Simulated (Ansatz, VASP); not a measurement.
# Cross-check of AsSe between VASP and Ansatz

Wanted: the spread between two codes on one cell, functional and k mesh. Of the first pair: The structure shown is the start of the Ansatz relaxation below; VASP solves that cell, so the two are compared at the walk's first step.

Method: plane waves, with VASP 6.6.1 beside it; PBE, in Ansatz 0.2.0.

## (1) Set-up

The cell holds 4 atoms: 2 Se and 2 As. Its edges and angles: a = 3.841 Å, b = 3.841 Å, c = 29.924 Å, α = 90.0°, β = 90.0°, γ = 87.2°. Vacuum lies along c. The height across the vacuum is the one that the program set for its solve, not the one typed.

## (2) Ansatz: relaxation, PBE

Ansatz runs on its default PAW (the set named soft_2) files.

The two programs are compared at the cell with which this relaxation starts, whose forces are those of its first step.

File input.yaml:

```yaml
crystal:
  lattice:
    - [3.84094718, 0.0, 0.0]
    - [0.19045694, 3.83622227, 0.0]
    - [0.0, 0.0, 19.3923721]
  atoms:
    - { symbol: Se, position: [0.96915538, 0.96915538, 0.44827331] }
    - { symbol: Se, position: [0.47540253, 0.47540253, 0.55172669] }
    - { symbol: As, position: [0.0, 0.0, 0.57894845] }
    - { symbol: As, position: [0.44455791, 0.44455791, 0.42105155] }
  periodic: [true, true, false]
kpoints:
  mp_grid: { grid: [7, 7, 1] }
scf:
  occupations: { method: fermi_dirac, width: 0.05 }
hamiltonian:
  xc: pbe
  pseudopotentials: { kind: paw }
output:
  forces: true
  stress: true
relax:
  f_tol: 0.02
  max_steps: 50
  cell: {}
```

Started as:

```
> ansatz run input.yaml --threads 4 --pin off --max-ram 8192MiB --backend cpu --events-out ev --progress --plain --runs-dir out
```

Numbers of over 12 decimals in the logs are rounded to 6 here.

Output:

```text
Warning: crystal.periodic: the lattice vector that does not repeat stood 0.000° off the slab's normal, 19.392 Å along it as the deck builds it. The run solves the slab on a vector along the normal, 29.924 Å long, with every atom where it was (on the deck's vector they left 16.33 Å outside them, and the widest stretch free of ions among them is 2.01 Å). A fractional position that the run reports is one of the run's ce [...]
crystal.periodic: the lattice vector that does not repeat stood 0.000° off the slab's normal, 19.392 Å along it as the deck builds it. The run solves the slab on a vector along the normal, 29.924 Å long, with every atom where it was (on the deck's vector they left 16.33 Å outside them, and the widest stretch free of ions among them is 2.01 Å). A fractional position that the run reports is one of the run's cell, which [...]
Engine: ansatz 0.2.0, aarch64-unknown-linux-gnu
Pseudopotentials: kind: paw
Pseudopotential: Se, paw, valence charge 16, recommended cutoff 420 eV (normal), Se.paw.azcp
Pseudopotential: As, paw, valence charge 15, recommended cutoff 420 eV (normal), As.paw.azcp
Functional definition: PBE
  parameter kappa = 0.804
  parameter beta = 0.066725
  exchange = pbe_x(kappa = kappa, mu = beta*pi^2/3)
  correlation = pbe_c(beta = beta)
Crystal: 4 atoms, lattice volume = 440.922 Å³
Basis set: ecut = 420 eV, 8633 PW (Γ), exchange–correlation on 54×54×432 points (8 copies of the dense FFT grid, shifted against one another)
Bands: 38, of which v1, the nominal top of the filled ones, is band 31 counted from 1 (30 counted from 0)
Symmetry: 4 space group operations
Space group: C2/m (ITA 12), of the structure as read, at distance tolerance 7.6e-5 Å
k-points: 16 of 49
Non-local potential: Se, projectors of the file, l = 0: 2, l = 1: 2, l = 2: 3, l = 3: 1
Non-local potential: As, projectors of the file, l = 0: 2, l = 1: 2, l = 2: 3, l = 3: 1
PAW form: soft (Blöchl's): semilocal exchange-correlation on the pseudo side does not see the compensation charge
PAW one-centre angular grid: Se, 590 points (default); XC on 64 Gauss nodes
PAW one-centre angular grid: As, 590 points (default); XC on 64 Gauss nodes
Initial density: superposition of atomic densities (neutral atoms: chi_scale 0, normalization atom), corrected by the library's trained network
Initial wavefunctions: pseudopotential atomic-orbital guess
Functional: x = pbe(κ = 0.804, μ = 0.219515), c = pbe(β = 0.066725)
SCF iter   1: F=—  HF=-20649.262240 eV  |F-HF|=—  |Δ(HF+E_count)|=         —  Δρ=1.91e-3  dr2=3.30e-2  ethr=1.77e-3  ⟨swp⟩=14.7  Hψ=3481  notcnv=0
preconditioner: auto → LDOS  [metal: Δε(μ)=0.116 eV  Ē_g=9.548 eV  σ=0.050 eV  W_gap=0.48  n_scr=62 (ndim 8)  ℏωp=8.3 eV  f_vac=0.772  D(μ)=2.04/eV (n_scr^D=8)  β→1.0]
[...]
relax step  22: F+E_penalty+E_count = -20649.82883022 eV  Δ(F+E_penalty+E_count) = -3.198e-3 eV  max|allowed force component| = 9.342e-3 eV/Å  Δτ_max = 0.0000 Å  P = +0.051 N/m  Ω = 516.106 Å³  fix = [c, alpha, beta]  reactions: c +0.000 N/m; alpha +0.000, beta +0.000 N/m/rad  stress off target by 1.06e-1 N/m on what of the cell is left free  SCF on the basis re-selected at this cell (its energy is not comparable with the rows above)  (8 SCF iters)
[...]
relax step  23: F+E_penalty+E_count = -20649.82873701 eV  Δ(F+E_penalty+E_count) = +9.321e-5 eV  max|allowed force component| = 1.925e-2 eV/Å  Δτ_max = 0.0090 Å  P = -0.029 N/m  Ω = 516.858 Å³  energy of the carried Pulay correction = -1.272e-5 eV  fix = [c, alpha, beta]  (6 SCF iters, dr2 threshold 1.63e-8 eV, rejected (line search))
[...]
relax step  24: F+E_penalty+E_count = -20649.82892887 eV  Δ(F+E_penalty+E_count) = -9.866e-5 eV  max|allowed force component| = 2.438e-3 eV/Å  Δτ_max = 0.0019 Å  P = +0.013 N/m  Ω = 516.608 Å³  energy of the carried Pulay correction = -8.649e-6 eV  fix = [c, alpha, beta]  reactions: c +0.000 N/m; alpha -0.000, beta -0.000 N/m/rad  (8 SCF iters, accepted)
[...]
relax step  25: F+E_penalty+E_count = -20649.82893835 eV  Δ(F+E_penalty+E_count) = -9.473e-6 eV  max|allowed force component| = 2.436e-3 eV/Å  Δτ_max = 0.0000 Å  P = +0.013 N/m  Ω = 516.608 Å³  fix = [c, alpha, beta]  reactions: c +0.000 N/m; alpha -0.000, beta -0.000 N/m/rad  stress off target by 2.55e-2 N/m on what of the cell is left free  SCF on the basis re-selected at this cell (its energy is not comparable with the rows above)  (6 SCF iters)
basis re-selected at this cell: Δ(F+E_penalty+E_count) = -9.473e-6 eV, ΔP = -0.000 N/m vs the last step (what re-selecting the basis moved, of the pressure what is left beyond the Pulay correction that the steps carried, after the strain that the cell walked since its last selection, with what the two solves' SCF thresholds leave and, on support functions, any second-order correction that the steps lacked; it is no m [...]
SCF converged after 6 iterations
Free energy (F): -20649.828938 eV
Harris-Foulkes:  -20649.828938 eV  (|F-HF|=5.42e-10)
Internal energy: -20649.819898 eV  (E = F + TS)
E sigma→0 (E₀):  -20649.824418 eV
Entropy (-TS):   -0.009041 eV (-2.260 meV/atom)
Fermi energy:    -3.556789 eV
--- Per-component energies (eV) ---
  E_band       = -2071.231704
  E_kinetic    = 437.051885
  E_local      = -129721.191519  (includes V_loc(G=0)·N_el)
  E_nonlocal   = -2531.358623
  E_hartree    = 64596.293432
  E_xc         = -364.599523
  E_vxc        = -351.519116  (∫ρ·V_xc dr)
  E_paw        = -7491.826333  (= ΣΔE_a)
  E_vpaw       = 903.199885  (= ΣTr[D̂ρ^β])
  E_aug_tail   = -0.001189  (compensation charges beyond the density's cutoff)
  E_ewald      = 54425.811972
  E_smearing   = -0.009041  (= −TS)
  E_closure    = -0.000000  (closes the sum)
  Σ components = -20649.828938   (vs F -20649.828938, Δ=0.00e0)
--- Forces (eV/Å), atoms counted from 1 ---
  atom   1  Se    -0.00098520    -0.00093750    -0.00243620
  atom   2  Se     0.00098520     0.00093750     0.00243620
  atom   3  As    -0.00055143    -0.00052473     0.00115871
  atom   4  As     0.00055143     0.00052473    -0.00115871
  max |Σ_I F_I| component: 2.17e-19 eV/Å
--- 2D stress c σ (N/m, compression-positive) ---
        0.012498      -0.012416       0.000000
       -0.012416       0.013731      -0.000000
        0.000000      -0.000000       0.000000
  P = ½ c Tr σ = 0.0131 N/m
--- Relaxed structure (23 steps of the walk, 20 accepted, 2 SCFs on fresh bases) ---
  F+E_penalty+E_count = -20649.82893835 eV   max|allowed force component| = 2.436e-3 eV/Å   (the final SCF, on the basis selected at the relaxed cell)
  cell:  # Å, volume = 516.6083 Å³
    - [4.154232, -0.084178, 0]
    - [0.121917, 4.153296, 0]
    - [0, 0, 29.923991]
  atoms:
    - { symbol: Se, position: [1.031069, 1.031069, 0.280336] }
    - { symbol: Se, position: [0.413489, 0.413489, 0.367718] }
    - { symbol: As, position: [-0.053741, -0.053741, 0.357814] }
    - { symbol: As, position: [0.498298, 0.498298, 0.290240] }
```

## (3) VASP: single point, PBE, start cell, pair 1

The same cell, functional, mesh and smearing now go to VASP, with its own data sets.

Lines of VASP's logs that name or quote its potential files are left out, and so is its time.

File INCAR:

```
SYSTEM = AsSe
PREC = Accurate
ENCUT = 400
EDIFF = 1E-06
NELM = 120
ISMEAR = -1
SIGMA = 0.05
LREAL = .FALSE.
ALGO = Normal
GGA = PE
NBANDS = 17
LORBIT = 11
LWAVE = .FALSE.
LCHARG = .FALSE.
ISIF = 2
LDIPOL = .TRUE.
IDIPOL = 3
DIPOL = 0.5 0.5 0.324
LVHAR = .TRUE.
LASPH = .TRUE.
GGA_COMPAT = .FALSE.
NELMDL = -8
KPAR = 2
```

File POSCAR:

```
AsSe
1.0
    3.8409470000      0.0000000000      0.0000000000
    0.1904570000      3.8362220000      0.0000000000
    0.0000000000      0.0000000000     29.9239910000
Se As
2 2
Direct
    0.9691554383      0.9691553538      0.2905054677
    0.4754026838      0.4754025993      0.3575488644
    0.0000000657      0.9999999812      0.3751900608
    0.4445580564      0.4445579719      0.2728642714
```

File KPOINTS:

```
Automatic mesh
0
Gamma
7 7 1
0 0 0
```

PAW data sets: Se and As (PBE family, release 64).

Started as:

```
> mpirun -np 2 vasp_std
```

Output:

```text
[banner, memory and clock lines left out]
running    2 mpi-ranks, on    1 nodes
 distrk:  each k-point on    1 cores,    2 groups
 distr:  one band on    1 cores,    1 groups

 POSCAR found type information on POSCAR SeAs
 POSCAR found :  2 types and       4 ions
 LDA part: xc-table for (Slater+PW92), standard interpolation
 POSCAR, INCAR and KPOINTS ok, starting setup
 FFT: planning ... GRIDC
 FFT: planning ... GRID_SOFT
 FFT: planning ... GRID
 WAVECAR not read
 entering main loop
       N       E                     dE             d eps       ncg     rms          rms(c)
DAV:   1     0.159360229719E+03    0.15936E+03   -0.57125E+03   544   0.713E+02
DAV:   2     0.712450324471E+01   -0.15224E+03   -0.14774E+03   850   0.142E+02
DAV:   3    -0.146914127472E+02   -0.21816E+02   -0.21680E+02   789   0.681E+01
DAV:   4    -0.152172649183E+02   -0.52585E+00   -0.52307E+00   725   0.128E+01
DAV:   5    -0.152265511379E+02   -0.92862E-02   -0.92737E-02   722   0.154E+00
DAV:   6    -0.152267823864E+02   -0.23125E-03   -0.23120E-03   743   0.244E-01
DAV:   7    -0.152267886781E+02   -0.62917E-05   -0.62915E-05   734   0.345E-02
DAV:   8    -0.152267889501E+02   -0.27199E-06   -0.27200E-06   704   0.676E-03    0.673E+00
DAV:   9    -0.151911340149E+02    0.35655E-01   -0.75547E-02   621   0.133E+00    0.407E+00
DAV:  10    -0.151838809942E+02    0.72530E-02   -0.38235E-02   686   0.104E+00    0.165E-01
DAV:  11    -0.151833074145E+02    0.57358E-03   -0.16667E-03   703   0.229E-01    0.916E-02
DAV:  12    -0.151830312787E+02    0.27614E-03   -0.71661E-04   663   0.128E-01    0.283E-02
DAV:  13    -0.151829618123E+02    0.69466E-04   -0.63095E-05   751   0.397E-02    0.169E-02
DAV:  14    -0.151829227190E+02    0.39093E-04   -0.58041E-05   703   0.286E-02    0.912E-03
DAV:  15    -0.151829582180E+02   -0.35499E-04   -0.22296E-05   661   0.147E-02    0.536E-03
DAV:  16    -0.151830374339E+02   -0.79216E-04   -0.20315E-05   569   0.139E-02    0.370E-03
DAV:  17    -0.151830726299E+02   -0.35196E-04   -0.38157E-06   543   0.627E-03    0.140E-03
DAV:  18    -0.151830989112E+02   -0.26281E-04   -0.19829E-06   514   0.337E-03    0.119E-03
DAV:  19    -0.151831102165E+02   -0.11305E-04   -0.42491E-07   510   0.174E-03    0.437E-04
DAV:  20    -0.151831169723E+02   -0.67558E-05   -0.33901E-07   486   0.105E-03    0.255E-04
DAV:  21    -0.151831216021E+02   -0.46298E-05   -0.12361E-07   432   0.610E-04    0.217E-04
DAV:  22    -0.151831225183E+02   -0.91623E-06   -0.16996E-08   417   0.269E-04
   1 F= -.15183123E+02 E0= -.15173897E+02  d E =-.184510E-01
```

(Continued in part 2 of 2.)

[Lines on the potential files, build, host, timing and source positions are cut from VASP's logs without a mark.]

[Logs are printed without paths, hosts, clocks, repeated set-up lines and the standing remarks that a program may print on its own settings, such as how far it seeks lower states.]

[Hosts, paths, dates, database ids (printed as entryN), source tags and the programs' standing remarks are cut or masked in the printed files.]
